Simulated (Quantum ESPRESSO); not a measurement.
# AlN (F-43m) in Quantum ESPRESSO: a series of runs

Aim: see how the results for AlN move with the level of theory and the settings. Levels: LDA, PBE, PBEsol, WC. Tasks: dielectric tensor.

All numbers are computed with Quantum ESPRESSO 7.5; they aren't measurements. Logs are shortened: lines on timing, memory, paths and dates and some standing lists are left out, and cuts for length are marked.

## 1. The crystal as given

The structure is cubic, space group F-43m (No. 216). Conventional cell: a = 4.368 Å, b = 4.368 Å, c = 4.368 Å, α = 90.00°, β = 90.00°, γ = 90.00°. Al (site symmetry -43m) has 4 N at 1.89 Å as nearest neighbours. N (site symmetry -43m) is surrounded by 4 Al at 1.89 Å.

Measurements of this composition are mostly on another form, of space group No. 186.

## 2. Dielectric tensor, LDA

pw.in

```
&CONTROL
  calculation = 'scf'
  prefix = 'pwscf'
  outdir = './tmp'
  pseudo_dir = './pseudo'
  tprnfor = .true.
  tstress = .true.
  disk_io = 'low'
/
&SYSTEM
  ibrav = 0
  nat = 2
  ntyp = 2
  ecutwfc = 45
  ecutrho = 360
  nbnd = 9
  occupations = 'smearing'
  smearing = 'fd'
  degauss = 0.00367493
/
&ELECTRONS
  conv_thr = 4d-10
  electron_maxstep = 120
  mixing_beta = 0.5
/
ATOMIC_SPECIES
Al    26.9815 al_lda_v1.uspp.F.UPF
N     14.0070 n_lda_v1.2.uspp.F.UPF
CELL_PARAMETERS angstrom
   0.0000000000    2.1839935596    2.1839935596
   2.1839935596    0.0000000000    2.1839935596
   2.1839935596    2.1839935596    0.0000000000
ATOMIC_POSITIONS angstrom
Al     0.0000000000    0.0000000000    0.0000000000
N      1.0919967798    1.0919967798    1.0919967798
K_POINTS automatic
8 8 8 1 1 1
```

scf2.in

```
&CONTROL
  calculation = 'scf'
  prefix = 'pwscf'
  outdir = './tmp'
  pseudo_dir = './pseudo'
  tprnfor = .true.
  tstress = .true.
  disk_io = 'low'
/
&SYSTEM
  ibrav = 0
  nat = 2
  ntyp = 2
  ecutwfc = 45
  ecutrho = 360
  nbnd = 9
  occupations = 'fixed'
/
&ELECTRONS
  conv_thr = 1d-13
  electron_maxstep = 120
  mixing_beta = 0.5
  startingpot = 'file'
  startingwfc = 'file'
/
ATOMIC_SPECIES
Al    26.9815 al_lda_v1.uspp.F.UPF
N     14.0070 n_lda_v1.2.uspp.F.UPF
CELL_PARAMETERS angstrom
   0.0000000000    2.1839935596    2.1839935596
   2.1839935596    0.0000000000    2.1839935596
   2.1839935596    2.1839935596    0.0000000000
ATOMIC_POSITIONS angstrom
Al     0.0000000000    0.0000000000    0.0000000000
N      1.0919967798    1.0919967798    1.0919967798
K_POINTS automatic
8 8 8 1 1 1
```

ph.in

```
dielectric of AlN
&INPUTPH
  prefix = 'pwscf'
  outdir = './tmp'
  tr2_ph = 1d-18
  fildyn = 'dyn'
  niter_ph = 90
  alpha_mix(1) = 0.7
  epsil = .true.
  trans = .false.
  zeu = .true.
/
0.0000000000 0.0000000000 0.0000000000
```

Potentials or basis: GBRV 1.5 LDA.

The run is started by

```sh
$ OMP_NUM_THREADS=1 pw.x -in pw.in > pw.out
$ OMP_NUM_THREADS=1 pw.x -in scf2.in > scf2.out
$ OMP_NUM_THREADS=1 ph.x -in ph.in > ph.out
```

pw.out:

```text
This program is part of the open-source Quantum ESPRESSO suite
     for quantum simulation of materials; please cite
[... 9 lines left out ...]
     --------------------
     sticks:   dense  smooth     PW     G-vecs:    dense   smooth      PW
     Sum         847     421    151                16361     5769    1139

     Using Slab Decomposition

     bravais-lattice index     =            0
     lattice parameter (alat)  =       5.8367  a.u.
     unit-cell volume          =     140.5985 (a.u.)^3
     number of atoms/cell      =            2
     number of atomic types    =            2
     number of electrons       =         8.00
     number of Kohn-Sham states=            9
     kinetic-energy cutoff     =      45.0000  Ry
     charge density cutoff     =     360.0000  Ry
     scf convergence threshold =      4.0E-10
     mixing beta               =       0.5000
     number of iterations used =            8  plain     mixing
     Exchange-correlation= SLA  PZ   NOGX NOGC
                           (   1   1   0   0   0   0   0)

     celldm(1)=   5.836671  celldm(2)=   0.000000  celldm(3)=   0.000000
     celldm(4)=   0.000000  celldm(5)=   0.000000  celldm(6)=   0.000000

[... 8 lines left out ...]
               b(3) = (  0.707107  0.707107 -0.707107 )

     PseudoPot. # 1 for Al read from file:
     al_lda_v1.uspp.F.UPF
     Pseudo is Ultrasoft + core correction, Zval =  3.0
     Generated by new atomic code, or converted to UPF format
     Using radial grid of  893 points,  3 beta functions with:
                l(1) =   0
                l(2) =   1
                l(3) =   2
     Q(r) pseudized with  8 coefficients,  rinner =    0.900   0.900   0.900
                                                       0.900   0.900

     PseudoPot. # 2 for N  read from file:
     n_lda_v1.2.uspp.F.UPF
     Pseudo is Ultrasoft + core correction, Zval =  5.0
     Generated by new atomic code, or converted to UPF format
     Using radial grid of  729 points,  4 beta functions with:
                l(1) =   0
                l(2) =   0
                l(3) =   1
                l(4) =   1
     Q(r) pseudized with  8 coefficients,  rinner =    0.900   0.900   0.900

     atomic species   valence    mass     pseudopotential
     Al                3.00    26.98150     Al( 1.00)
     N                 5.00    14.00700     N ( 1.00)

     24 Sym. Ops. (no inversion) found

   Cartesian axes

     site n.     atom                  positions (alat units)
         1        Al     tau(   1) = (   0.0000000   0.0000000   0.0000000  )
         2        N      tau(   2) = (   0.3535534   0.3535534   0.3535534  )

     number of k points=    60  Fermi-Dirac smearing, width (Ry)=  0.0037
                       cart. coord. in units 2pi/alat
        k(    1) = (   0.0441942   0.0441942   0.0441942), wk =   0.0078125
        k(    2) = (   0.1325825   0.1325825  -0.0441942), wk =   0.0234375
        k(    3) = (   0.2209709   0.2209709  -0.1325825), wk =   0.0234375
        k(    4) = (   0.3093592   0.3093592  -0.2209709), wk =   0.0234375
        k(    5) = (  -0.3093592  -0.3093592   0.3977476), wk =   0.0234375
        k(    6) = (  -0.2209709  -0.2209709   0.3093592), wk =   0.0234375
[... 52 lines left out ...]
        k(   59) = (   0.3093592   0.3093592   0.3093592), wk =   0.0078125
        k(   60) = (  -0.3093592  -0.3093592   0.9280777), wk =   0.0234375

     Dense  grid:    16361 G-vectors     FFT dimensions: (  36,  36,  36)

     Smooth grid:     5769 G-vectors     FFT dimensions: (  25,  25,  25)

     Initial potential from superposition of free atoms

     starting charge       7.9978, renormalised to       8.0000
     Starting wfcs are    8 randomized atomic wfcs +    1 random wfcs

     Self-consistent Calculation

     iteration #  1     ecut=    45.00 Ry     beta= 0.50
     Davidson diagonalization with overlap
     ethr =  1.00E-02,  avg # of iterations =  5.4

     total energy              =     -26.83497257 Ry
     estimated scf accuracy    <       0.60862512 Ry

     iteration #  2     ecut=    45.00 Ry     beta= 0.50
     Davidson diagonalization with overlap
     ethr =  7.61E-03,  avg # of iterations =  1.9

     total energy              =     -27.00518264 Ry
     estimated scf accuracy    <       0.09103532 Ry

     iteration #  3     ecut=    45.00 Ry     beta= 0.50
     Davidson diagonalization with overlap
     ethr =  1.14E-03,  avg # of iterations =  1.0

     total energy              =     -27.01952658 Ry
     estimated scf accuracy    <       0.00391891 Ry

     iteration #  4     ecut=    45.00 Ry     beta= 0.50
     Davidson diagonalization with overlap
     ethr =  4.90E-05,  avg # of iterations =  2.4

     total energy              =     -27.01984033 Ry
     estimated scf accuracy    <       0.00052770 Ry

     iteration #  5     ecut=    45.00 Ry     beta= 0.50
     Davidson diagonalization with overlap
     ethr =  6.60E-06,  avg # of iterations =  1.8

     total energy              =     -27.01988931 Ry
     estimated scf accuracy    <       0.00002221 Ry

     iteration #  6     ecut=    45.00 Ry     beta= 0.50
     Davidson diagonalization with overlap
     ethr =  2.78E-07,  avg # of iterations =  2.1

     total energy              =     -27.01989341 Ry
     estimated scf accuracy    <       0.00000107 Ry

     iteration #  7     ecut=    45.00 Ry     beta= 0.50
     Davidson diagonalization with overlap
     ethr =  1.34E-08,  avg # of iterations =  2.0

     total energy              =     -27.01989358 Ry
     estimated scf accuracy    <       0.00000011 Ry

     iteration #  8     ecut=    45.00 Ry     beta= 0.50
     Davidson diagonalization with overlap
     ethr =  1.43E-09,  avg # of iterations =  1.1

     total energy              =     -27.01989360 Ry
     estimated scf accuracy    <          2.2E-09 Ry

     iteration #  9     ecut=    45.00 Ry     beta= 0.50
     Davidson diagonalization with overlap
     ethr =  2.78E-11,  avg # of iterations =  2.0

     total energy              =     -27.01989360 Ry
     estimated scf accuracy    <          1.7E-09 Ry

     iteration # 10     ecut=    45.00 Ry     beta= 0.50
     Davidson diagonalization with overlap
     ethr =  2.09E-11,  avg # of iterations =  1.0

     total energy              =     -27.01989360 Ry
     estimated scf accuracy    <          5.5E-10 Ry

     iteration # 11     ecut=    45.00 Ry     beta= 0.50
     Davidson diagonalization with overlap
     ethr =  6.82E-12,  avg # of iterations =  1.7

     End of self-consistent calculation

          k = 0.0442 0.0442 0.0442 (   722 PWs)   bands (ev):

    -8.1630   6.3219   6.6477   6.6477  11.1493  18.7278  18.9478  18.9478
    23.4379

          k = 0.1326 0.1326-0.0442 (   713 PWs)   bands (ev):

    -7.8558   5.0666   6.3244   6.6343  12.1744  18.1034  18.9778  19.1386
    21.5844

          k = 0.2210 0.2210-0.1326 (   721 PWs)   bands (ev):

    -7.1628   3.0399   6.0549   6.4601  13.3495  17.1234  18.4353  18.5912
    22.0861

          k = 0.3094 0.3094-0.2210 (   724 PWs)   bands (ev):

    -6.3577   1.3242   5.9231   6.2428  13.9495  16.1653  17.8660  18.1077
    24.1421

          k =-0.3094-0.3094 0.3977 (   721 PWs)   bands (ev):

    -6.0576   0.7823   5.9688   6.1007  14.0652  15.8477  17.7513  17.9905
    24.3389

          k =-0.2210-0.2210 0.3094 (   722 PWs)   bands (ev):

    -6.6071   1.8097   6.1036   6.1601  13.7617  16.4211  18.0672  18.2576
    23.1181

          k =-0.1326-0.1326 0.2210 (   716 PWs)   bands (ev):

    -7.4254   3.7282   6.2560   6.4006  12.9867  17.4279  18.5446  19.0212
    21.4906

          k =-0.0442-0.0442 0.1326 (   715 PWs)   bands (ev):

    -8.0073   5.7016   6.4837   6.5483  11.7415  18.3044  19.0865  19.1359
    21.5083

          k = 0.2210 0.0442 0.0442 (   710 PWs)   bands (ev):

    -7.7053   4.8903   6.1966   6.2508  12.4996  17.6273  18.9611  19.4872
    20.0618
[... 61 lines left out ...]
          k = 0.5745 0.0442 0.0442 (   721 PWs)   bands (ev):

    -5.7354   2.0619   4.7948   4.9827  10.5650  15.3868  19.6292  21.6008
    21.7301

          k =-0.0442-0.5745 0.6629 (   719 PWs)   bands (ev):

    -5.4259   1.9104   4.1845   4.7589  10.7536  15.7080  19.8773  21.0320
    22.1634

          k = 0.0442-0.4861 0.5745 (   715 PWs)   bands (ev):

    -5.4388   2.2466   3.1321   5.0806  11.9197  16.6330  19.2232  20.1193
    22.0700

          k = 0.1326-0.3977 0.4861 (   715 PWs)   bands (ev):

    -5.7305   1.4964   4.1590   5.6215  13.4836  15.9119  18.6467  19.1237
    23.3583

          k = 0.2210-0.3094 0.3977 (   718 PWs)   bands (ev):

    -6.0989   1.0836   5.5843   6.0464  14.2836  15.4116  18.0798  18.3148
    23.9923

          k =-0.6629 0.0442 0.0442 (   720 PWs)   bands (ev):

    -5.4446   1.7575   4.6435   4.8691  10.1275  15.1785  20.1799  21.9023
    21.9428

          k =-0.5745 0.1326-0.0442 (   717 PWs)   bands (ev):

    -5.6917   2.0943   4.4250   4.9128  11.1519  15.8883  19.1754  20.9841
    21.9349

          k =-0.4861 0.2210-0.1326 (   716 PWs)   bands (ev):

    -5.9649   1.8317   4.6067   5.4751  12.9377  16.3346  18.1558  19.5645
    22.1860

          k =-0.4861 0.0442 0.0442 (   711 PWs)   bands (ev):

    -6.2152   2.5945   5.0748   5.1999  11.3645  15.7956  18.7811  21.0999
    21.3113

          k =-0.3977 0.1326-0.0442 (   718 PWs)   bands (ev):

    -6.6539   2.9501   5.2062   5.6684  12.7568  16.6980  17.5466  20.1127
    21.0915

          k =-0.3094 0.0442 0.0442 (   712 PWs)   bands (ev):

    -7.2775   4.0559   5.8483   5.8569  12.8271  16.9912  18.0073  19.9646
    20.2536

          k = 0.1326 0.1326 0.1326 (   718 PWs)   bands (ev):

    -7.7088   4.4552   6.4982   6.4982  12.4703  17.8420  19.0231  19.0231
    22.3244

          k = 0.2210 0.2210 0.0442 (   718 PWs)   bands (ev):

    -7.2879   3.6202   5.6495   6.5436  13.3627  17.3560  18.0721  19.0498
    21.0336

          k = 0.3094 0.3094-0.0442 (   723 PWs)   bands (ev):

    -6.5723   2.4860   4.7348   6.3011  14.3828  15.9471  17.9107  18.7874
    21.8690

          k =-0.3094-0.3094 0.5745 (   716 PWs)   bands (ev):

    -5.9241   1.4214   4.5254   5.9470  14.1344  15.4538  18.5429  18.6276
    24.2093

          k =-0.2210-0.2210 0.4861 (   716 PWs)   bands (ev):

    -5.9153   1.3998   4.8382   5.6884  13.4033  15.8907  18.5150  18.9642
    22.7295

          k =-0.1326-0.1326 0.3977 (   717 PWs)   bands (ev):

    -6.5575   2.5321   5.3983   5.6490  13.0576  16.5376  17.7236  19.6237
    21.4840

          k = 0.3094 0.1326 0.1326 (   714 PWs)   bands (ev):

    -7.0284   3.0617   5.9556   6.0004  13.3760  16.8172  17.9117  19.2251
    21.3132

          k = 0.3977 0.2210 0.0442 (   716 PWs)   bands (ev):
[... 74 lines left out ...]
          k = 0.3977 0.2210 0.2210 (   718 PWs)   bands (ev):

    -6.2505   1.4663   5.6298   5.8865  13.9216  15.7347  18.2509  18.5027
    22.8995

          k =-0.2210-0.3977 0.8397 (   716 PWs)   bands (ev):

    -5.8391   1.5667   4.4229   5.5571  13.6427  15.8270  18.3822  19.1566
    23.0701

          k =-0.1326-0.3094 0.7513 (   715 PWs)   bands (ev):

    -5.4747   2.2989   3.1355   4.8957  12.7321  16.8502  18.6292  19.4919
    22.9248

          k =-0.8397 0.2210 0.2210 (   710 PWs)   bands (ev):

    -5.6602   1.6421   3.9253   5.5387  12.7764  16.3465  18.7904  19.5263
    22.4500

          k = 0.3094 0.3094 0.3094 (   724 PWs)   bands (ev):

    -6.1980   0.9127   6.1804   6.1804  13.8348  16.4777  17.6653  17.6653
    24.0965

          k =-0.3094-0.3094 0.9281 (   719 PWs)   bands (ev):

    -5.9660   0.9652   5.3542   6.0169  14.4607  15.1097  18.1023  18.4527
    24.5115

     the Fermi energy is     8.1743 ev

!    total energy              =     -27.01989360 Ry
     estimated scf accuracy    <          1.7E-13 Ry
     smearing contrib. (-TS)   =      -0.00000000 Ry
     internal energy E=F+TS    =     -27.01989360 Ry

     The total energy is F=E-TS. E is the sum of the following terms:
     one-electron contribution =      -1.02918454 Ry
     hartree contribution      =       5.59004484 Ry
     xc contribution           =      -9.78079468 Ry
     ewald contribution        =     -21.79995921 Ry

     convergence has been achieved in  11 iterations

     Forces acting on atoms (cartesian axes, Ry/au):

     atom    1 type  1   force =     0.00000000    0.00000000    0.00000000
     atom    2 type  2   force =     0.00000000    0.00000000    0.00000000

     Total force =     0.000000     Total SCF correction =     0.000000

     Computing stress (Cartesian axis) and pressure

          total   stress  (Ry/bohr**3)                   (kbar)     P=      -27.59
  -0.00018755   0.00000000   0.00000000          -27.59        0.00        0.00
   0.00000000  -0.00018755   0.00000000            0.00      -27.59        0.00
   0.00000000   0.00000000  -0.00018755            0.00        0.00      -27.59

=------------------------------------------------------------------------------=
   JOB DONE.
=------------------------------------------------------------------------------=
```

It took 32 s on 1 thread of Arm Neoverse V2, shared host; peak memory 0.05 GiB.

Results:

```
Free energy                             : -367.6244 eV
Pressure                                : -2.8 GPa
Electronic dielectric tensor (diagonal) : 4.58
Born charges (mean of the diagonal)     : Al +2.55; N -2.55 e
```

Levels at points of the mesh, in eV from the valence-band top:
| k point | band 1 | band 2 | band 3 | band 4 | band 5 | band 6 | band 7 | band 8 | band 9 |
| --- | --- | --- | --- | --- | --- | --- | --- | --- | --- |
| (0.06, 0.06, 0.06) | -14.81 | -0.33 | 0.00 | 0.00 | 4.50 | 12.08 | 12.30 | 12.30 | 16.79 |

Electronic dielectric tensor:
```
4.58 0.00 0.00
0.00 4.58 0.00
0.00 0.00 4.58
```

Born effective charge tensors (e):
atom 1, Al
```
2.55 0.00 0.00
0.00 2.55 0.00
0.00 0.00 2.55
```
atom 2, N
```
-2.55  0.00  0.00
 0.00 -2.55  0.00
 0.00  0.00 -2.55
```

(Continued in part 2 of 4.)
